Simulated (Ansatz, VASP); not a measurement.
## Sb: VASP beside Ansatz

```xyz
1
Lattice="-1.5765 1.5765 2.7119 1.5765 -1.5765 2.7119 1.5765 1.5765 -2.7119" Properties=species:S:1:pos:R:3 pbc="T T T"
Sb    0.0000    0.0000    0.0000
```

This isn't the form of Sb at room conditions, which is rhombohedral.

Alike in both runs: task single point; functional PBEsol; k mesh 22 × 22 × 22; occupations gaussian, width 0.15 eV; no spin polarisation.

```csv
,VASP,Ansatz
version,VASP 6.6.1,Ansatz 0.2.0
potentials or method,"VASP PAW PBE potentials, release 64 (Sb)","scalar-relativistic, plane waves, PAW"
plane-wave cutoff (eV),520,420
valence electrons in the cell,5,15
```

```csv
,VASP,Ansatz,Ansatz less VASP
gap on the k mesh at the Fermi level (eV),none,none,-
pressure (GPa),-1.1,-1.1,+0.02
largest component of the traceless stress (GPa),0.21,0.17,-0.036
```

A gap of «none» marks a metal or a gap that the smearing closes. The two sets of potentials don't hold the same shells in valence.

Caveats: the PAW data sets were made with another functional, which shifts forces and pressure a little (VASP). Spin-orbit coupling is left out, which matters for the levels of Sb.
